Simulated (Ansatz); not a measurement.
# Si: the cost of one run

Computed with Ansatz 0.2.0 (DFT PBE+D3(BJ), scalar-relativistic, plane waves, PAW, unless a step's input says otherwise).

## 1. Starting point

The structure is tetragonal, space group I4/mmm (No. 139). Conventional cell: a = 3.254 Å, b = 3.254 Å, c = 2.641 Å, α = 90.00°, β = 90.00°, γ = 90.00°. Si (site symmetry 4/mmm) has 10 Si at 2.64 to 2.65 Å as nearest neighbours.

As a file:

```
CELL_PARAMETERS angstrom
-1.62691 1.62691 1.32033
1.62691 -1.62691 1.32033
1.62691 1.62691 -1.32033
ATOMIC_POSITIONS crystal
Si 0.00000 0.00000 0.00000
```

Source of the structure: the Materials Project (structure only).

(A quick probe on a coarse mesh, which set the mesh and smearing, is not shown.)

## 3. Relaxing cell and atoms

input.yaml reads:

```yaml
crystal:
  lattice:
    - [-1.62691493, 1.62691493, 1.32032985]
    - [1.62691493, -1.62691493, 1.32032985]
    - [1.62691493, 1.62691493, -1.32032985]
  atoms:
    - { symbol: Si, position: [0.0, 0.0, 0.0] }
basis:
  ecutwfc: 420
kpoints:
  mp_grid: { grid: [20, 20, 20] }
hamiltonian:
  xc: pbe
  dispersion: d3bj
scf:
  occupations: { method: gaussian, width: 0.1 }
output:
  forces: true
  stress: true
  eigenvalues: true
relax:
  adjacent_minimum: "off"
  f_tol: 0.005
  max_steps: 80
  cell: { stress_tol: 0.05 }
```

**Question.** How long does this run take on 1 thread of an Arm CPU, shared host, and how much memory does it need?

About 27 s, with a peak of 0.36 GiB.
